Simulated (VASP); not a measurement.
# SrCl₂: G0W0, by functional

SrCl₂, Fm-3m (no. 225), 3 atoms in the cell.

| Functional | Quasiparticle gap on the mesh (eV) | Gap of the starting point on the mesh (eV) | Quasiparticle gap at the zone centre (eV) | Starting gap at the zone centre (eV) | Correction of the gap between the band edges on the mesh (eV) | Time (s) |
|---|---|---|---|---|---|---|
| LDA | 7.21 | 4.88 | 7.61 | 5.23 | 2.33 | 24 |
| PBE | 7.37 | 5.33 | 7.77 | 5.67 | 2.04 | 24 |
| PBEsol | 7.33 | 5.13 | 7.72 | 5.47 | 2.19 | 23 |
| r2SCAN | 7.71 | 5.97 | 8.11 | 6.32 | 1.74 | 54 |
| HSE06 | 7.97 | 6.67 | 8.38 | 7.03 | 1.31 | 139 |
| PBE0 | 8.31 | 7.43 | 8.73 | 7.80 | 0.89 | 76 |
| RPBE | 7.51 | 5.67 | 7.90 | 6.00 | 1.84 | 21 |
| HF | 10.12 | 13.75 | 10.55 | 14.20 | -3.63 | 88 |

Limits: the mesh is coarse: neither the gap nor the screening is converged.

## Input of the first row

INCAR.step1:
```
ALGO = Normal ; EDIFF = 1E-8
ENCUT = 300 ; GGA = CA
ISMEAR = 0 ; LASPH = T
LCHARG = F ; LREAL = F
LWAVE = T ; NELM = 150
PREC = Accurate ; SIGMA = 0.05
```

INCAR.step2, as INCAR.step1 but for:
```
- ALGO = Normal
- NELM = 150
+ ALGO = Exact
+ ISTART = 1
+ LOPTICS = T
+ NBANDS = 204
+ NELM = 1
```

INCAR.step3:
```
ALGO = EVGW0 ; ENCUT = 300
ENCUTGW = 100 ; GGA = CA
ISMEAR = 0 ; ISTART = 1
LASPH = T ; LCHARG = F
LREAL = F ; LWAVE = F
NBANDS = 204 ; NBANDSGW = 16
NELMGW = 1 ; NOMEGA = 48
PREC = Accurate ; PRECFOCK = Fast
SIGMA = 0.05
```

KPOINTS:
```
k-points
0
Gamma
  2 2 2
```

POSCAR:
```
SrCl2
1.0
    0.0000000000      3.4883500000      3.4883500000
    3.4883500000      0.0000000000      3.4883500000
    3.4883500000      3.4883500000      0.0000000000
Sr Cl
1 2
Direct
    0.0000000000      0.0000000000      0.0000000000
    0.7500000000      0.7500000000      0.7500000000
    0.2500000000      0.2500000000      0.2500000000
```

Commands (each step's output is kept before the next begins):
```
cat potpaw_LDA.64/Sr_sv_GW/POTCAR potpaw_LDA.64/Cl_GW/POTCAR > POTCAR
cp INCAR.step1 INCAR
mpirun -np 4 vasp_std > vasp.out
cp INCAR.step2 INCAR
mpirun -np 4 vasp_std > vasp.out
cp INCAR.step3 INCAR
mpirun -np 4 vasp_std > vasp.out
```

Changes of row 7 against the first:
```
(all steps)
- GGA = CA
+ GGA = RP
- cat potpaw_LDA.64/Sr_sv_GW/POTCAR potpaw_LDA.64/Cl_GW/POTCAR > POTCAR
+ cat potpaw_PBE.64/Sr_sv_GW/POTCAR potpaw_PBE.64/Cl_GW/POTCAR > POTCAR
```

VASP 6.6.1 took 24 s on 4 cores (AMD EPYC 7R43 (Zen 3)), a shared host.
